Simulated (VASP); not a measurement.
Crystal: C.

```xyz
8
Lattice="2.5221 0.0000 0.0000 -1.2611 2.1842 0.0000 0.0000 0.0000 8.2371" Properties=species:S:1:pos:R:3 pbc="T T T"
C     1.2611    0.7281    6.9501
C     0.0000    1.4561    2.8315
C     1.2611    0.7281    5.4056
C     0.0000    1.4561    1.2870
C     0.0000    0.0000    7.4649
C     0.0000    0.0000    3.3463
C     0.0000    0.0000    4.8908
C     0.0000    0.0000    0.7722
```

This is a hexagonal form of diamond, not graphite.

```yaml
Program: VASP 6.6.1
Task: relaxation of cell and atoms
Functional: BLYP
Potentials_or_basis: VASP PAW PBE potentials, release 64 (C)
Cutoff: 600 eV
k_mesh: 12 × 12 × 4
Occupations: fermi-dirac, width 0.05 eV
Spin: no spin polarisation
```

At the start: pressure 11.6 GPa; volume 5.67 Å³/atom.

How do energy, volume and symmetry change on relaxing?

Over 8 steps the energy falls by 7.9 meV/atom and the volume is 5.83 Å³/atom (+2.7 %); space group P6_3/mmc (No. 194, to 0.05 Å).

Step by step:
```csv
step,energy change (eV),largest force (eV/Å),pressure (GPa),volume (Å³)
1,0.0000,0.3397,11.62,45.38
2,0.0220,0.5009,-11.91,48.12
3,-0.0629,0.0734,0.08,46.61
4,-0.0629,0.0653,0.29,46.59
5,-0.0629,0.0947,-0.18,46.64
6,-0.0632,0.0133,0.08,46.61
7,-0.0632,0.0186,-0.09,46.63
8,-0.0632,0.0010,0.00,46.62
```

Final structure:
```
C
1.0
     2.53659    0.00000    0.00000
    -1.26830    2.19675    0.00000
     0.00000    0.00000    8.36616
C
8
Cartesian
  1.2683 0.7323 7.0654
  0.0000 1.4645 2.8823
  1.2683 0.7323 5.4838
  0.0000 1.4645 1.3007
  0.0000 0.0000 7.5883
  0.0000 0.0000 3.4052
  0.0000 0.0000 4.9609
  0.0000 0.0000 0.7779
```

Caveat: the PAW data sets were made with another functional, which shifts forces and pressure a little.
